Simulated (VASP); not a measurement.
Input of a VASP 6.6.1 run:

File INCAR:

```
SYSTEM = Tl
PREC     = Accurate       ! precision mode
ENCUT    = 520            ! plane-wave cutoff, eV
EDIFF    = 1E-7           ! SCF threshold, eV
ISMEAR   = 0              ! smearing method
SIGMA    = 0.1            ! smearing width, eV
LREAL    = .False.        ! projectors in reciprocal space
LASPH    = .True.         ! aspherical terms in the spheres
NELM     = 100            ! most SCF steps
ALGO     = Fast           ! electronic algorithm
ISIF     = 2              ! what is computed and relaxed
LWAVE    = .False.        ! write WAVECAR
LCHARG   = .True.         ! write CHGCAR
GGA      = PE             ! functional
LELF     = .True.         ! ELF
LVHAR    = .True.       
NBANDS   = 12             ! bands
```

File KPOINTS:

```
Automatic mesh
0
Gamma
  22 22 22
  0 0 0
```

File POSCAR:

```
Tl
1.0
   -1.7286972796      1.7286972796      2.5970420502
    1.7286972796     -1.7286972796      2.5970420502
    1.7286972796      1.7286972796     -2.5970420502
Tl
1
Direct
    0.0000000000      0.0000000000      0.0000000000
```

Potentials or basis: VASP PAW PBE potentials, release 64 (Tl_d).

Launch:

```sh
$ cat potpaw_PBE.64/Tl_d/POTCAR > POTCAR
$ mpirun -np 1 vasp_std > vasp.out
```

What does it give for the pressure?

0.0 GPa.

What does it give for the band gap on the k mesh?

None (metal or under the smearing width).

Spin-orbit coupling is left out, which matters for the levels of Tl.
